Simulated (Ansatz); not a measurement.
## Finding the fault: (5,5) carbon nanotube (60 atoms)

Program: Ansatz 0.2.0. The cell: 60 C.

File input.yaml:

```yaml
crystal:
  lattice:
    - [15.63316, 0.0, 0.0]
    - [0.0, 15.7442, 0.0]
    - [0.0, 0.0, 7.29523]
  atoms:
    - { symbol: C, position: [0.71132, 0.54462, 0.17248] }
    - { symbol: C, position: [0.69737, 0.58723, 0.00581] }
    - { symbol: C, position: [0.64454, 0.65942, 0.00581] }
    - { symbol: C, position: [0.60803, 0.68575, 0.17248] }
    - { symbol: C, position: [0.52256, 0.71333, 0.17248] }
    - { symbol: C, position: [0.47744, 0.71333, 0.33914] }
    - { symbol: C, position: [0.39197, 0.68575, 0.00581] }
    - { symbol: C, position: [0.35546, 0.65942, 0.17248] }
    - { symbol: C, position: [0.30263, 0.58723, 0.17248] }
    - { symbol: C, position: [0.28868, 0.54462, 0.33914] }
    - { symbol: C, position: [0.28868, 0.45538, 0.00581] }
    - { symbol: C, position: [0.30263, 0.41277, 0.17248] }
    - { symbol: C, position: [0.35546, 0.34058, 0.17248] }
    - { symbol: C, position: [0.39197, 0.31425, 0.33914] }
    - { symbol: C, position: [0.47744, 0.28667, 0.33914] }
    - { symbol: C, position: [0.52256, 0.28667, 0.17248] }
    - { symbol: C, position: [0.60803, 0.31425, 0.17248] }
    - { symbol: C, position: [0.64454, 0.34058, 0.33914] }
    [... 36 atom lines left out ...]
    - { symbol: C, position: [0.47744, 0.28667, 0.00581] }
    - { symbol: C, position: [0.52256, 0.28667, 0.83914] }
    - { symbol: C, position: [0.60803, 0.31425, 0.83914] }
    - { symbol: C, position: [0.64454, 0.34058, 0.00581] }
    - { symbol: C, position: [0.69737, 0.41277, 0.00581] }
    - { symbol: C, position: [0.71132, 0.45538, 0.83914] }
kpoints:
  mp_grid: { grid: [0, 1, 2] }
hamiltonian:
  xc: pbe
  dispersion: d4
scf:
  occupations: { method: gaussian, width: 0.025 }
  max_iter: 50
output:
  forces: true
```

Started as:

```console
$ ansatz run input.yaml --threads 4 --pin off --max-ram 8192MiB --backend cpu --events-out ev --progress --plain --runs-dir out
```

What it wrote:

```text
Error: invalid value for `kpoints.mp_grid.grid`: each dimension must be in 1..=255
```

The job ended after 0.04 s (4 threads of Arm Neoverse V1, shared host; peak memory 0.062 GiB; 0.04 s of CPU time).

**Question.** What is wrong with this input, and how is it mended?

A zero in the k-mesh: kpoints.mp_grid.grid = [0, 1, 2].

The fix is to set kpoints.mp_grid.grid back to [1, 1, 2].

The program refused it before any cycle.

[Logs are printed without paths, hosts, clocks, repeated set-up lines and the standing remarks that a program may print on its own settings, such as how far it seeks lower states.]

[Hosts, paths, dates, database ids (printed as entryN), source tags and the programs' standing remarks are cut or masked in the printed files.]
